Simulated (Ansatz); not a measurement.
Runs of Ansatz 0.2.0 on ZnSe (Stilleite). Symmetry: F-43m, No. 216, cubic system. Conventional cell: a = 5.668 Å, b = 5.668 Å, c = 5.668 Å, α = 90.00°, β = 90.00°, γ = 90.00°. Se (site symmetry -43m) is surrounded by 4 Zn at 2.45 Å. Around Zn (site symmetry -43m) lie 4 Se at 2.45 Å. 

```csv
task,level,cell,k mesh,smearing,points for each segment of the path,q mesh,mesh quality,gap on the mesh (eV),pressure (GPa),relaxed volume (Å³/atom)
relaxation of cell and atoms,HF,relaxed,4 × 4 × 4,fermi-dirac 0.05 eV,-,-,coarse,8.45,0.0,25.32
band structure,PBEsol0,as given,4 × 4 × 4,fermi-dirac 0.05 eV,4,-,coarse,2.98,-1.0,-
band structure,HF,as given,4 × 4 × 4,fermi-dirac 0.05 eV,4,-,coarse,(a),(c),-
relaxation of cell and atoms,PBEsol+D4,relaxed,8 × 8 × 8,fermi-dirac 0.05 eV,-,-,not flagged,1.32,0.0,21.91
phonons,PBEsol,as given,6 × 6 × 6,fixed,8,2 × 2 × 2,not flagged,(b),-,-
```

Alike in all rows: potentials or basis Ansatz PAW; no spin polarisation; cutoff (eV) 420.

Question: Estimate the missing entries.

Answer: (a) 9.10; (b) 1.17; (c) 7.6.

Caveats: some runs use coarse meshes; the PAW data sets come from PBE, with cores solved anew for the run's functional, which leaves a small shift of forces and pressure; the plane-wave basis is chosen anew once the cell has moved, so the energies of steps on either side of that aren't comparable (some runs); the thresholds are loose for stress (some runs); the volume moved by +11 % from the deposited cell, more than functionals usually miss (some runs).

A k mesh can miss the band edges, and the runs leave out spin-orbit coupling on Se.

Runs at the PBE level aren't shown here.
